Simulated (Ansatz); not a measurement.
## AlN at -1 GPa: from Born charge to LO–TO splitting and polaron coupling

All numbers below come from Ansatz 0.2.0, DFT PBE, scalar-relativistic, plane waves, PAW. Settings: 420 eV plane-wave cutoff, Γ-centred 10×10×10 mesh, fixed occupations. No spin polarisation. Phonons by linear response, acoustic sum rule imposed.

The cell, relaxed at -1 GPa:
```cif
data_structure
_symmetry_space_group_name_H-M 'F-43m'
_symmetry_Int_Tables_number 216
_cell_length_a 4.4109
_cell_length_b 4.4109
_cell_length_c 4.4109
_cell_angle_alpha 90.000
_cell_angle_beta 90.000
_cell_angle_gamma 90.000
_cell_volume 85.82
loop_
_atom_site_label
_atom_site_type_symbol
_atom_site_symmetry_multiplicity
_atom_site_Wyckoff_symbol
_atom_site_fract_x
_atom_site_fract_y
_atom_site_fract_z
_atom_site_occupancy
Al1 Al 4 a 0.00000 0.00000 0.00000 1
N1 N 4 c 0.25000 0.25000 0.25000 1
```

Linear response gives ν_TO = 629.9 cm⁻¹, Born charges ±2.550 e (positive on Al) and ε∞ = 4.636. The primitive cell holds 21.454 Å³, and the masses are 26.982 and 14.007 amu.

**Question.** Find ν_LO and the static dielectric constant.

**Answer.** The long-wave field adds a restoring force: ω_LO² − ω_TO² = Z*²e²/(ε_vac ε∞ μV). In these units ν_LO² − ν_TO² = 4.92064×10⁷ Z*²/(μ V ε∞) cm⁻², with μ = m₁m₂/(m₁ + m₂) = 9.220 amu: 348962 cm⁻². So ν_LO = √(629.9² + 348962) = 863.5 cm⁻¹, and the run gives 863.5. Lyddane–Sachs–Teller then gives ε0 = ε∞ (ν_LO/ν_TO)² = 8.71, against 8.71 in the run (it forms both from the same three quantities, so the match checks the arithmetic only). Between ν_TO and ν_LO the dielectric function is negative and an undamped crystal reflects fully: a reststrahlen band from 11.6 to 15.9 μm.

**Question.** What do the Clausius–Mossotti polarisability and the Szigeti charge come to?

**Answer.** With the Lorentz local field, α = (3V/4π)(ε∞ − 1)/(ε∞ + 2) = 2.81 Å³ for the pair, and e_S = 3Z*/(ε∞ + 2) = 1.15 e. The Born charge includes the electrons' response to the dipole's own local field, and e_S takes that enhancement out. The Lorentz field assumes point-like polarisable ions, a poor picture once ε∞ is this large, since the electron clouds then overlap or are shared, so both numbers are formal here.

**Question.** How strongly does a slow electron couple to the LO mode?

**Answer.** For one isotropic parabolic band, Fröhlich's constant is α_F = (1/ε∞ − 1/ε0) √(m* Ry/ħω_LO), with Ry = 13.606 eV, ħω_LO = 107.1 meV and m* in free-electron masses: α_F = 0.1010 × 11.27 × √m* = 1.14 √m*. The band mass isn't part of this run; for m* = 0.1, 0.3 and 1 it gives 0.36, 0.62, 1.14. In weak coupling the polaron lies α_F ħω_LO below the band edge (67 meV at m* = 0.3) with a mass m*(1 + α_F/6); past α_F of about 5 or 6 that expansion fails. A semilocal functional's ε∞ tends to be too large, which taken alone lowers α_F.

This zinc-blende form isn't the usual stable structure of the compound.

Cost: 1 run of about 0.85 core-minutes, on Intel Xeon Processor @ 2.50GHz (Skylake/Cascade Lake) (shared hosts).